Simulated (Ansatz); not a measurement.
# Relaxing TaN

Theory: DFT PBE, scalar-relativistic, plane waves, PAW in Ansatz. Settings: 420 eV cutoff, 14×14×14 k-mesh, Gaussian smearing of 0.02 eV, no spin polarisation.

What was changed in NbAs: As → N, Nb → Ta on all its sites, cell and atoms relaxed.

Spin–orbit coupling is left out, which can shift energies with elements as heavy as these.

Command:

```bash
ansatz run input.yaml --threads 1 --pin off --max-ram 2560MiB --backend cpu --events-out ev --progress --plain --runs-dir out
```

Input:

```yaml
crystal:
  lattice:
    - [-1.4578891317, 1.4578891317, 5.1475040309]
    - [1.4578891317, -1.4578891317, 5.1475040309]
    - [1.4578891317, 1.4578891317, -5.1475040309]
  atoms:
    - { symbol: Ta, position: [0.7486844921, 0.7486844921, 0.0] }
    - { symbol: Ta, position: [0.4986844921, -0.0013155079, 0.5] }
    - { symbol: "N", position: [0.1673155079, 0.1673155079, 0.0] }
    - { symbol: "N", position: [0.9173155079, 0.4173155079, 0.5] }
basis:
  ecutwfc: 420
kpoints:
  mp_grid: { grid: [14, 14, 14] }
hamiltonian:
  xc: pbe
scf:
  occupations: { method: gaussian, width: 0.02 }
output:
  forces: true
  stress: true
  eigenvalues: true
relax:
  adjacent_minimum: "off"
  f_tol: 0.01
  max_steps: 60
  cell: { stress_tol: 0.1 }
```

F is the free energy. Steps run on the plane waves of an earlier cell, but the last one, and at times one on the way, on a freshly chosen basis, so a repeated geometry can differ a little in energy.

Steps:

```csv
step,F − F(1) (eV),largest force component (eV/Å),V (Å³/atom),P (GPa)
1,0.0000,0.015,10.941,-0.42
2,-0.0003,0.010,10.917,0.28
3,-0.0003,0.002,10.925,0.05
4,-0.0003,0.009,10.927,-0.01
5,-0.0001,0.009,10.927,-0.01
```

Relaxed structure:

```cif
data_structure
_symmetry_space_group_name_H-M 'P 1'
_symmetry_Int_Tables_number 1
_cell_length_a 5.5415
_cell_length_b 5.5415
_cell_length_c 5.5415
_cell_angle_alpha 149.503
_cell_angle_beta 149.503
_cell_angle_gamma 43.672
_cell_volume 43.71
loop_
_atom_site_label
_atom_site_type_symbol
_atom_site_fract_x
_atom_site_fract_y
_atom_site_fract_z
_atom_site_occupancy
Ta1 Ta 0.74878 0.74878 0.00000 1
Ta2 Ta 0.49878 0.99878 0.50000 1
N1 N 0.16722 0.16722 0.00000 1
N2 N 0.91722 0.41722 0.50000 1
```

Symmetry: I4_1md, No. 109, tetragonal system. Conventional cell: a = 2.915 Å, b = 2.915 Å, c = 10.288 Å, α = 90.00°, β = 90.00°, γ = 90.00°. Ta (site symmetry 2mm) is surrounded by 6 N at 2.23 to 2.26 Å. N (site symmetry 2mm) has 6 Ta at 2.23 to 2.26 Å as nearest neighbours.

The run converged. The run took 57 s on 1 thread of Intel(R) Xeon(R) 6975P-C (Granite Rapids), with other jobs on the host, peak memory 0.57 GiB.